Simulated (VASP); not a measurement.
Runs of VASP 6.6.1 on Na. It takes space group Im-3m (No. 229, cubic). The conventional cell has a = 4.282 Å, b = 4.282 Å, c = 4.282 Å, α = 90.00°, β = 90.00°, γ = 90.00°. Na (site symmetry m-3m) is surrounded by 8 Na at 3.71 Å. 

```tsv
task	level	potentials or basis	spin	cell	k mesh	cutoff (eV)	smearing	grid for exact exchange (PRECFOCK)	exchange at q = 0	optimiser	other keys	mesh quality	gap on the mesh (eV)	pressure (GPa)	relaxed volume (Å³/atom)
atomic charges	RPBE+D3	VASP PAW PBE potentials, release 64 (Na_sv_GW)	off	volume scaled by 1.04	9 × 9 × 9	600	methfessel-paxton 0.1 eV	-	-	-	-	not flagged	none	(b)	-
electric field gradients	B3LYP+D3(BJ)	VASP PAW PBE potentials, release 54 (Na_pv)	collinear, ferromagnetic start	as given	5 × 5 × 5	520	fermi-dirac 0.05 eV	Fast	default	-	-	coarse	none	-1.6	-
relaxation of cell and atoms	rev-vdW-DF2	VASP PAW PBE potentials, release 64 (Na_pv)	off	relaxed	9 × 9 × 9	600	fermi-dirac 0.05 eV	-	-	vasp	-	not flagged	none	0.0	36.11
single point	RPBE	VASP PAW PBE potentials, release 64 (Na)	off	as given	9 × 9 × 9	500	gaussian 0.02 eV	-	-	-	-	not flagged	none	0.0	-
optical spectrum	PBE+TS-HI	VASP PAW PBE potentials, release 64 (Na_pv)	off	as given	9 × 9 × 9	520	tetrahedron, uncorrected 0.2 eV	-	-	-	ISMEAR = -4; SIGMA = 0.2	not flagged	none	-1.0	-
single point	LDA	VASP PAW LDA potentials, release 64 (Na_sv_GW)	off	as given	9 × 9 × 9	550	gaussian 0.05 eV	-	-	-	-	not flagged	none	-1.6	-
relaxation of cell and atoms	PBEsol+D4	VASP PAW PBE potentials, release 64 (Na_pv)	off	relaxed	9 × 9 × 9	600	methfessel-paxton 0.1 eV	-	-	vasp	-	not flagged	none	0.0	(a)
single point	rSCAN+D4	VASP PAW PBE potentials, release 54 (Na)	off	as given	9 × 9 × 9	500	methfessel-paxton 0.2 eV	-	-	-	-	not flagged	none	-0.3	-
```

Task: Estimate the missing entries.

Result: (a) 36.06; (b) -1.2.

Caveats: some runs use coarse meshes; the PAW data sets were made with another functional, which shifts forces and pressure a little (some runs); pairwise dispersion overbinds metals, which lowers pressure and volume (some runs).

A gap of «none» marks a metal or a gap under the smearing width.

The runs don't all hold the same shells in valence.
